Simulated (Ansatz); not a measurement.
**One structure, 3 elements: Ti2O, Zr2O, Hf2O**

Plane-wave DFT in Ansatz with scalar-relativistic PAW potentials, cutoff 420 eV, Γ-centred meshes chosen by cell and gap, Gaussian smearing with energies taken to zero width. Every cell was relaxed (cell and atoms) in a run of its own, within the symmetry of its start. Functional: PBEsol.

All members share space group P6_3/mmc and the same sites; only the element on one set of sites changes (Ti, Zr, Hf). Members needn't be the stable form of their composition. Energies over the elements, where given, are against the elements' standard states in the same functional (H₂, N₂, O₂ and halogens uncorrected, Hg as a solid). The first member:

Space group P6_3/mmc (No. 194). a = 2.886 Å, b = 2.886 Å, c = 9.949 Å, α = 90.00°, β = 90.00°, γ = 120.00°
| atom | site | symmetry | x | y | z |
| --- | --- | --- | --- | --- | --- |
| Ti | 4f | 3m. | 0.6667 | 0.3333 | 0.8882 |
| O | 2b | -6m2 | 0.0000 | 0.0000 | 0.7500 |

Task: How do size, gap and binding change down the group?

Result:
```tsv
compound	V (Å³/atom)	a (Å)	c (Å)	energy over elements (eV/atom)
Ti2O	11.97	2.886	9.949	-1.804
Zr2O	15.87	3.174	10.912	-1.665
Hf2O	15.22	3.128	10.778	-1.627
```

Over the series the volume has no steady trend down the group (least for Ti); all are metallic on the mesh; binding against the elements weakens. Hf is no larger than Zr here (15.22 against 15.87 Å³/atom), as one expects from the lanthanide contraction and relativistic shrinking of 6s.

Spin-orbit coupling is left out, which matters for the bands of heavy elements. Spin polarisation was left out, and a magnetic state may lie lower.